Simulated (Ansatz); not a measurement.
# Response of MoS₂ to small distortions

```
Mo S
1.0
     3.16100    0.00000    0.00000
    -1.58050    2.73751    0.00000
     0.00000    0.00000   12.29500
Mo S
2 4
Direct
  0.33333 0.66667 0.25000
  0.66667 0.33333 0.75000
  0.33333 0.66667 0.62750
  0.66667 0.33333 0.12750
  0.33333 0.66667 0.87250
  0.66667 0.33333 0.37250
```

Atoms are numbered in the order listed.

The cell comes from COD entry 9007660, which wasn't checked; take it as a given geometry.

These are results of DFT, LDA, all-electron LAPW, scalar-relativistic in Ansatz 0.2.0, not measurements.

Sampling and basis: a Γ-centred 10×10×3 k mesh, Fermi–Dirac smearing of 0.03 eV, basis error target 1 meV/atom, no spin polarisation.

The unchanged cell is at 1.12 GPa.

Semilocal functionals give too small gaps.

x, y and z are the Cartesian axes of the cell as listed; fractional coordinates follow a strain, and an engineering shear is twice the off-diagonal strain component.

**Question.** With this change (equal xy, yz and zx engineering shear strains of -3 %), what becomes of the energy and stress and forces and gap?

**Answer.** Energy change +20 meV/atom; stress change (xx, yy, zz, yz, xz, xy) 0.49, 0.55, 0.45, 4.65, 4.66, 2.75 GPa, compression positive; change of the force on S4 (-0.661, -0.502, -0.096) eV/Å; gap on the k mesh 0.83 → 0.78 eV.

**Question.** With this change (equal xy, yz and zx engineering shear strains of -1 %), what becomes of the energy and stress and forces and gap?

**Answer.** Energy change +2 meV/atom; stress change (xx, yy, zz, yz, xz, xy) 0.05, 0.06, 0.05, 1.52, 1.52, 0.89 GPa, compression positive; change of the force on S4 (-0.207, -0.161, -0.010) eV/Å; gap on the k mesh 0.83 → 0.82 eV.

**Question.** With this change (equal xy, yz and zx engineering shear strains of +2 %), what becomes of the energy and stress and forces and gap?

**Answer.** Energy change +9 meV/atom; stress change (xx, yy, zz, yz, xz, xy) 0.21, 0.24, 0.19, -2.97, -2.97, -1.71 GPa, compression positive; change of the force on S4 (0.378, 0.306, -0.040) eV/Å; gap on the k mesh 0.83 → 0.80 eV.

With equal xy, yz and zx engineering shear strains of -2 %: energy change +9 meV/atom; stress change (xx, yy, zz, yz, xz, xy) 0.22, 0.24, 0.20, 3.07, 3.08, 1.81 GPa, compression positive; change of the force on S4 (-0.427, -0.328, -0.042) eV/Å; gap on the k mesh 0.83 → 0.80 eV.

**Question.** With this change (equal xy, yz and zx engineering shear strains of +1 %), what becomes of the energy and stress and forces and gap?

**Answer.** Energy change +2 meV/atom; stress change (xx, yy, zz, yz, xz, xy) 0.05, 0.06, 0.05, -1.50, -1.50, -0.87 GPa, compression positive; change of the force on S4 (0.194, 0.156, -0.010) eV/Å; gap on the k mesh 0.83 → 0.82 eV.

With equal xy, yz and zx engineering shear strains of +3 %: energy change +19 meV/atom; stress change (xx, yy, zz, yz, xz, xy) 0.46, 0.54, 0.43, -4.41, -4.42, -2.53 GPa, compression positive; change of the force on S4 (0.551, 0.452, -0.090) eV/Å; gap on the k mesh 0.83 → 0.78 eV.
